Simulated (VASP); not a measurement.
SnSe:

```
Sn Se
1.0
     0.00000    3.01043    3.01043
     3.01043    0.00000    3.01043
     3.01043    3.01043    0.00000
Sn Se
1 1
Cartesian
  0.0000 0.0000 0.0000
  3.0104 3.0104 3.0104
```

Measurements of this composition are mostly on another form, of space group No. 62.

| Item | Value |
| --- | --- |
| Program | VASP 6.6.1 |
| Task | relaxation of cell and atoms |
| Functional | PBEsol |
| Potentials or basis | VASP PAW PBE potentials, release 64 (Sn_d, Se) |
| Cutoff | 300 eV |
| k mesh | 10 × 10 × 10 |
| Occupations | gaussian, width 0.1 eV |
| Spin | no spin polarisation |

At the start: pressure -2.1 GPa; volume 27.28 Å³/atom.

Q: Where does the relaxation end?

A: Over 3 steps the energy falls by 7.1 meV/atom and the volume is 26.21 Å³/atom (-3.9 %); space group Fm-3m (No. 225, to 0.05 Å).

The path:
| step | energy change (eV) | largest force (eV/Å) | pressure (GPa) | volume (Å³) |
| --- | --- | --- | --- | --- |
| 1 | 0.0000 | 0.0000 | -2.06 | 54.57 |
| 2 | -0.0131 | 0.0000 | 0.65 | 51.84 |
| 3 | -0.0142 | 0.0000 | 0.01 | 52.43 |

Final structure:
```cif
data_structure
_symmetry_space_group_name_H-M 'P 1'
_symmetry_Int_Tables_number 1
_cell_length_a 4.2010
_cell_length_b 4.2010
_cell_length_c 4.2010
_cell_angle_alpha 60.000
_cell_angle_beta 60.000
_cell_angle_gamma 60.000
_cell_volume 52.43
loop_
_atom_site_label
_atom_site_type_symbol
_atom_site_fract_x
_atom_site_fract_y
_atom_site_fract_z
_atom_site_occupancy
Sn1 Sn 0.00000 0.00000 0.00000 1
Se1 Se 0.50000 0.50000 0.50000 1
```

Caveat: the PAW data sets were made with another functional, which shifts forces and pressure a little.
